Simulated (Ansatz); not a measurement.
Method: DFT PBE, scalar-relativistic, plane waves, PAW (Ansatz 0.2.0). Settings: cutoff 420 eV, Γ-centred meshes spaced at most about 0.3 Å⁻¹ (2π included), Gaussian smearing. No spin polarisation in the final relaxations.

Temperature and zero-point effects are left out.

Two forms of AlN were relaxed alike.

A.

```xyz
2
Lattice="0.0000 2.0353 2.0353 2.0353 0.0000 2.0353 2.0353 2.0353 0.0000" Properties=species:S:1:pos:R:3 pbc="T T T"
Al    2.0353    2.0353    2.0353
N     0.0000    0.0000    0.0000
```

B.

```xyz
12
Lattice="7.6111 0.0000 0.0000 -3.8056 6.5914 0.0000 0.0000 0.0000 2.8456" Properties=species:S:1:pos:R:3 pbc="T T T"
Al    4.4242    3.6541    2.1342
Al   -0.9524    5.6585    0.7114
Al    4.7580    0.9329    2.1342
Al    1.5711    4.5870    0.7114
Al   -0.6186    2.9373    0.7114
Al    2.2345    2.0044    2.1342
N     3.1746    3.6786    0.7114
N    -1.5984    4.5886    2.1342
N     2.8381    0.9100    0.7114
N     0.6309    2.9129    2.1342
N     0.9675    5.6814    2.1342
N     5.4040    2.0028    0.7114
```

Task: Which is lower in energy, and by how much?

Result: A is lower, by 0.38 eV/atom. A has the rock salt type, space group Fm-3m (No. 225), 8.4 Å³/atom and a gap of 4.43 eV on its mesh; B has space group P6_3/m (No. 176), 11.9 Å³/atom and a gap of 2.40 eV. Counting N atoms around Al (those within 1.25 times the shortest such distance or 1.15 times the sum of covalent radii), A has Al 6 and B has Al 3. The denser one is the lower, and pressure would at first widen the difference. In A, around Al lie 6 N at 2.04 Å; N has 6 Al at 2.04 Å. In B, around Al lie 3 N at 1.84–1.89 Å; N is surrounded by 3 Al at 1.84–1.89 Å. Both come from invented guesses. The part of the Crystallography Open Database at hand lists AlN in space groups No. 186, 225; sharing a group (Fm-3m) doesn't make a cell the listed structure.

Kohn–Sham gaps at this level usually fall short of measured ones. Cells relaxed within their symmetry can be saddle points.
